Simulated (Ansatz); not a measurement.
## Bi under changes of volume

One of the cells (34.026 Å³/atom); the others are scaled copies at fixed shape and fractional positions:

```
CELL_PARAMETERS angstrom
3.48860 -3.13258 0.00000
3.48860 3.13258 0.00000
-1.26023 0.00000 3.11355
ATOMIC_POSITIONS crystal
Bi 0.75306 0.75306 0.85738
Bi 0.24694 0.24694 0.14262
```

This isn't the form of Bi at room conditions, which is rhombohedral.

* Program: Ansatz 0.2.0
* Functional: PBEsol
* Potentials or basis: all-electron LAPW, scalar-relativistic
* Cutoff: 190 eV (chosen from the basis error)
* Basis error allowed: 0.001 eV/atom
* k mesh: 6 × 6 × 9
* Occupations: fermi-dirac, width 0.05 eV
* Spin: no spin polarisation

```csv
volume (Å³/atom),energy over the lowest point (meV/atom),pressure (GPa),largest force (eV/Å)
31.984,?,?,?
32.665,0.00,-0.5,0.007
33.345,4.26,-1.5,0.031
34.026,12.73,-2.4,0.059
34.706,24.94,-3.3,0.085
35.387,40.46,-4.0,0.110
36.067,58.91,-4.6,0.133
```

What does the run at 31.984 Å³/atom give?

Energy over the lowest point 0.48 meV/atom; pressure 0.7 GPa; largest force 0.031 eV/Å.

Worked out: A Birch-Murnaghan fit of order 3 (a polynomial in V^(-2/3)) to the other rows has its minimum at 32.39 Å³/atom, just outside them, with B0 = V·E''(V) = 56 GPa and B' = 4.7 at fixed shape and positions, which overstates the stiffness. It gives 0.49 meV/atom at 31.984 Å³/atom, against the run's 0.48, and -dE/dV = 0.7 GPa, against 0.7.

Energies are extrapolated to zero smearing.
